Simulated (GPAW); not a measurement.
Runs of GPAW 26.7.0 on Ge. It takes space group I4_1/amd (No. 141, tetragonal). The conventional cell has a = 5.149 Å, b = 5.149 Å, c = 2.795 Å, α = 90.00°, β = 90.00°, γ = 90.00°. Around Ge (site symmetry -4m2) lie 6 Ge at 2.67 to 2.79 Å. This isn't the form of Ge at room conditions, which is diamond.

```csv
task,level,potentials or basis,spin,cell,k mesh,optimizer,fmax,max steps,target pressure,convergence,gap on the mesh (eV),pressure (GPa)
relaxation of cell and atoms,PBEsol,"PAW data sets generated in the run's folder for this functional, pw",off,relaxed to -1 GPa,11 × 11 × 11,BFGS,0.01 eV/Å,100,-1 GPa,density=1e-05 forces=0.0001,none,-1.0
band structure,PBEsol,"PAW data sets generated in the run's folder for this functional, pw",off,as given,11 × 11 × 11,-,-,-,-,-,-,-0.7
relaxation of cell and atoms,LDA,"the program's PAW data sets (release 1.2.1) made for this functional, pw",off,relaxed,11 × 11 × 11,LBFGS,0.02 eV/Å,100,-,density=1e-05 forces=0.0001,none,0.1
band structure,PBEsol,"PAW data sets generated in the run's folder for this functional, pw","SOC, no magnetisation",as given,8 × 8 × 8,-,-,-,-,-,-,(a)
```

Alike in all rows: cutoff (eV) 600; smearing fermi-dirac 0.05 eV.

**Question.** Estimate the missing entries.

**Answer.** (a) -0.9.

Caveats: later steps reuse the first step's grids (some runs); spin-orbit coupling was added after a scalar SCF, so levels and gaps hold it while energy, forces, pressure and moments don't (some runs); this program's spin-orbit splittings come out too wide for heavy elements (some runs).

A k mesh can miss the band edges, and rows without SOC leave out spin-orbit coupling on Ge.

A gap of «none» marks a metal or a gap under the smearing width.

Runs at the PBE level aren't shown here.
